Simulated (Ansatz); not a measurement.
Reactions of `C=NC1C=N1`.

Calculated with Ansatz (gas phase, PBE0-D4/def2-TZVP geometries, no zero-point term in ΔE). CBS: MP2 limit from def2 TZ/QZ plus the TZ coupled-cluster correction, frozen cores. This one scheme is used for every species, atoms too. Functionals use def2-TZVPP. No spin–orbit coupling; open shells (•) take unrestricted orbitals. Spin–orbit coupling would lower the free atoms: a little for C. One conformer a species, not always the lowest.

```
                             reaction  PBE0-D4 (kcal/mol)  B97M-V (kcal/mol)  CCSD(T)/CBS(def2) (kcal/mol)
     `C=NC1C=N1` → 3 C• + 4 H• + 2 N•               900.2              889.7                         884.2
            `C=NC1C=N1` → `N=C1CC1=N`                -1.6               -1.9                           2.9
  `C=NC1C=N1` + H₂ → `C1=NC1` + `C=N`                -9.9              -10.7                         -10.8
`C=NC1C=N1` + H₂S → `SC1C=N1` + `C=N`                 4.0                4.4                           3.6
           `C=NC1C=N1` → `c1cn[nH]c1`               -57.8              -53.5                         -52.5
```

Largest T1 diagnostic: 0.013, for `N=C1CC1=N`.
